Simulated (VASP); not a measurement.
Write the native input for VASP 6.6.1 that does the following.

| Item | Value |
| --- | --- |
| Task | single point |
| Functional | PBEsol |
| Potentials or basis | VASP PAW PBE potentials, release 64 (Hg) |
| Cutoff | 520 eV |
| k mesh | 6 × 6 × 6 |
| Occupations | gaussian, width 0.1 eV |
| Spin | no spin polarisation |
| Dipole correction | no |
| Further INCAR settings | ALGO = Normal; EDIFF = 1e-07; NBANDS = 19 |

The structure of Hg lies in POSCAR:

```
Hg
1.0
   -2.9297541400      2.9297541400      1.5725525500
    2.9297541400     -2.9297541400      1.5725525500
    2.9297541400      2.9297541400     -1.5725525500
Hg
2
Direct
    0.7500000000      0.2500000000      0.5000000000
    0.0000000000      0.0000000000      0.0000000000
```

These files were run (other wordings do the same):

INCAR

```
SYSTEM = Hg
PREC     = Accurate       ! precision mode
ENCUT    = 520            ! plane-wave cutoff, eV
EDIFF    = 1E-7           ! SCF threshold, eV
ISMEAR   = 0              ! smearing method
SIGMA    = 0.1            ! smearing width, eV
LREAL    = .False.        ! projectors in reciprocal space
LASPH    = .True.         ! aspherical terms in the spheres
NELM     = 100            ! most SCF steps
ALGO     = Normal         ! electronic algorithm
ISIF     = 2              ! what is computed and relaxed
LWAVE    = .False.        ! write WAVECAR
LCHARG   = .False.        ! write CHGCAR
GGA      = PS             ! functional
NBANDS   = 19             ! bands
```

KPOINTS

```
regular mesh
0
Gamma
  6 6 6
  0 0 0
```

Potentials or basis: VASP PAW PBE potentials, release 64 (Hg).

Launch:

```console
$ cat potpaw_PBE.64/Hg/POTCAR > POTCAR
$ mpirun -np 1 vasp_std > vasp.out
```

Results of the run:

```json
{
  "Pressure": "-2.6 GPa",
  "Band gap on the k mesh": "none (metal or under the smearing width)"
}
```

Caveat: the k mesh is coarse (spacing up to 0.38 Å⁻¹), so the values aren't converged; the PAW data sets were made with another functional, which shifts forces and pressure a little.

It took 22 s on 1 thread of Intel(R) Xeon(R) Platinum 8488C (Sapphire Rapids), on a shared host, peak memory 0.21 GiB.
